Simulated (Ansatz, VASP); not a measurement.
## BN in VASP and in Ansatz

```
N B
1.0
     1.24272    0.71749    3.35030
    -1.24272    0.71749    3.35030
     0.00000   -1.43497    3.35030
N B
1 1
Direct
  0.66724 0.66724 0.66724
  0.00033 0.00033 0.00033
```

Change from the starting cell: volume scaled by 0.98.

Alike in both runs: task single point; functional LDA; k mesh 12 × 12 × 12; occupations fermi-dirac, width 0.05 eV; no spin polarisation.

|  | VASP | Ansatz |
| --- | --- | --- |
| version | VASP 6.6.1 | Ansatz 0.2.0 |
| potentials or method | VASP PAW LDA potentials, release 64 (N, B), cutoff 520 eV | all-electron LAPW, scalar-relativistic |

VASP gave:

- gap on the k mesh at the Fermi level (eV): 4.11
- least direct gap on the mesh (eV): 4.60
- pressure (GPa): 1.1
- largest component of the traceless stress (GPa): 2.10

Q: What did Ansatz give for the same quantities?

A: gap on the k mesh at the Fermi level (eV): 4.12; least direct gap on the mesh (eV): 4.61; pressure (GPa): 0.8; largest component of the traceless stress (GPa): 1.62.

Ansatz ran all-electron here, so the differences hold the error of VASP's frozen core and of both bases.

A k mesh can miss the band edges.
